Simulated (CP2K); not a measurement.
The system is KBr.

```
Br K
1.0
     4.66690    0.00000    0.00000
     2.33345    4.04166    0.00000
     2.33345    1.34722    3.81051
Br K
1 1
Direct
  0.50000 0.50000 0.50000
  0.00000 0.00000 0.00000
```

Base run:

| Item | Value |
| --- | --- |
| Program | CP2K 2026.2 |
| Functional | PBE |
| Potentials or basis | POTENTIAL_UZH Br GTH-PBE-q7, K GTH-PBE-q9; TZVP-MOLOPT-PBE-GTH basis |
| Density cutoff | 9184 eV |
| k mesh | 7 × 7 × 7 |
| Occupations | fermi-dirac, width 0.05 eV |
| Spin | no spin polarisation |

Its results: band gap on the k mesh 4.38 eV, direct; pressure 0.8 GPa.

Q: The run is repeated on the same cell with these changes: functional from PBE to LDA. What comes out?

A: Band gap on the k mesh 3.93 eV, direct; pressure -1.4 GPa.

LDA binds more tightly than PBE, so the same cell stands under less pressure.

Caveats: the basis of atomic orbitals isn't converged, which shifts pressures, moduli and gaps; the potentials were made for another functional, which shifts forces and pressure (some runs).
